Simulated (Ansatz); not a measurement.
# Fe (Fmmm) in Ansatz: equation of state

Aim: energy against volume of Fe in PBEsol, for its equilibrium volume and stiffness.

Everything below comes from runs of Ansatz 0.2.0. Logs are shortened: lines on timing, memory, paths and dates and some standing lists are left out, and cuts for length are marked.

## 1. Starting point

It takes space group Fmmm (No. 69, orthorhombic). The conventional cell has a = 2.997 Å, b = 3.883 Å, c = 3.930 Å, α = 90.00°, β = 90.00°, γ = 90.00°. Fe (site symmetry mmm) is surrounded by 12 Fe at 2.45 to 2.76 Å.

## 2. Equation of state, PBEsol, collinear spin, ferromagnetic start

Potentials or basis: all-electron LAPW, scalar-relativistic.

This step only gathers the single runs of the series.

What came out:

* Equilibrium volume: 10.82 Å³/atom
* Bulk modulus at fixed shape and positions: 228 GPa
* Pressure derivative of the bulk modulus: 6.5

Energy against volume, from the lowest point:
```csv
volume (Å³/atom),energy (meV/atom)
10.749,0.00
10.978,1.22
11.207,8.62
11.435,21.31
11.664,38.43
11.893,59.26
12.121,83.36
```

Caveat: the cell was scaled at fixed shape and fractional positions, which overstates the stiffness of a crystal with free parameters, most of all of layers and chains.
